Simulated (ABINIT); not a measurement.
MoS2: relaxation of cell and atoms with PBE+D3(BJ)

Crystal: MoS2.

```
CELL_PARAMETERS angstrom
3.22746 0.00000 0.00000
-1.61373 2.79507 0.00000
0.00000 0.00000 6.31247
ATOMIC_POSITIONS crystal
Mo 0.00000 0.00000 0.50000
S 0.66667 0.33333 0.74468
S 0.33333 0.66667 0.25532
```

Measurements of this composition are mostly on another form, of space group No. 194.

```json
{"Program": "ABINIT 10.8.3 (patched build)", "Task": "relaxation of cell and atoms", "Functional": "PBE", "Dispersion": "D3(BJ)", "Potentials or basis": "JTH PAW PBE v2.0", "Cutoff": "544 eV", "k mesh": "9 × 9 × 4", "Occupations": "fermi-dirac, width 0.05 eV", "Spin": "no spin polarisation", "Cell freedom (optcell)": "2", "Cutoff smearing ecutsm (Ha)": "0.5", "Optimiser (ionmov)": "2", "Force stop (Ha/bohr)": "0.0001", "Fine-grid cutoff": "1088.46 eV"}
```

The relaxed volume is 16.90 Å³/atom. The relaxed cell is a = 3.174 Å, b = 3.174 Å, c = 5.810 Å, α = 90.00°, β = 90.00°, γ = 120.00° and the space group after relaxing (to 0.05 Å) is P-3m1 (No. 164). The energy gained by relaxing is 27.9 meV/atom. The ionic steps are 12 and the pressure after relaxing is 0.0 GPa. The band gap on the k mesh is none (metal or under the smearing width). The valence electrons inside the program's atomic spheres are Mo 11.26; S 3.59.

Step by step:
```tsv
step	energy change (eV)	largest force (eV/Å)	pressure (GPa)	volume (Å³)
1	0.0000	0.2851	-2.26	56.94
2	-0.0085	0.3299	-1.67	56.55
3	-0.0371	0.4257	1.39	54.25
4	-0.0416	0.3172	0.94	54.12
5	-0.0466	0.0702	-0.34	53.99
6	-0.0479	0.0342	-0.53	53.90
7	-0.0585	0.2036	-1.52	52.89
8	-0.0700	0.2754	-1.75	51.96
9	-0.0816	0.1800	-0.84	50.51
10	-0.0832	0.0829	-0.57	50.84
11	-0.0836	0.0117	0.04	50.73
12	-0.0836	0.0012	0.01	50.70
```

Final structure:
```cif
data_structure
_symmetry_space_group_name_H-M 'P 1'
_symmetry_Int_Tables_number 1
_cell_length_a 3.1744
_cell_length_b 3.1744
_cell_length_c 5.8101
_cell_angle_alpha 90.000
_cell_angle_beta 90.000
_cell_angle_gamma 120.000
_cell_volume 50.70
loop_
_atom_site_label
_atom_site_type_symbol
_atom_site_fract_x
_atom_site_fract_y
_atom_site_fract_z
_atom_site_occupancy
Mo1 Mo 0.00000 0.00000 0.50000 1
S1 S 0.66667 0.33333 0.77088 1
S2 S 0.33333 0.66667 0.22912 1
```

Levels at points of the mesh, in eV from the Fermi level:
```tsv
k point	band 11	band 12	band 13	band 14	band 15	band 16
(0.00, 0.00, 0.00)	-1.20	-0.91	-0.91	-0.15	-0.15	2.95
(0.00, 0.00, 0.50)	-0.93	-0.93	-0.39	-0.39	0.13	3.44
```

Wall time 10 min on 1 thread of Arm Neoverse V1 (shared host), peak memory 0.17 GiB.
